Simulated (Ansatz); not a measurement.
The elements of this relaxed trial crystal are hidden behind letters.

```
lattice vectors (Å)
   2.1356   -2.6250    0.0000
   2.1356    2.6250    0.0000
   0.0000    0.0000    7.5135
fractional positions
X 0.0000 0.0000 0.8095
X 0.5000 0.5000 0.2136
Z 0.0000 0.5000 0.4975
Z 0.5000 0.0000 0.4975
Z 0.2501 0.7499 0.4977
Z 0.7499 0.2501 0.4977
Z 0.0000 0.0000 0.1248
```

Level of theory: DFT PBE, scalar-relativistic, plane waves, PAW (Ansatz). The final run on the 7-atom cell used 420 eV, a Γ-centred 12×12×6 mesh, 0.10 eV smearing and no spin polarisation.

| Quantity | Value |
| --- | --- |
| Space group | Cmm2 (No. 35) |
| Conventional cell | a = 4.271 Å, b = 5.250 Å, c = 7.514 Å |
| Volume per atom | 12.03 Å³ |
| Density | 1.01 g/cm³ |
| Energy over the elements | +0.20 eV/atom |
| Gap on the 12×12×6 mesh of the 7-atom cell | 0 eV (a metal) |

Energies are uncorrected and count from the elements' standard states at the same level.

**Question.** X is an s-block element of period 3 and Z is an s-block element of period 1. Which elements are they?

**Answer.** X = Na, Z = H, so the formula is Na2H5. Density times volume gives a mean mass of 1.01 × 12.03/1.6605 = 7.3 u per atom, and this set has 7.3 u. Among the elements that the hints allow, noble gases aside, only these give it. Na on its first site is surrounded by 1 H at 2.37 Å, 2 H at 2.69 Å and 4 H at 2.89 Å; around Na on its second site lie 2 H at 2.24 Å, 2 H at 2.51 Å and 6 H at 2.71–2.72 Å; around H on a site of symmetry 2 lie 2 H at 1.07 Å, 2 H at 2.14 Å, 2 H at 2.63 Å, 2 Na at 2.72 Å, 4 H at 2.83 Å and 2 Na at 2.89 Å; 2 more sites not described.

The cell is a metal run without spin; a magnetic state may lie lower. Symmetry constrained the relaxation, so the result can be a saddle point.
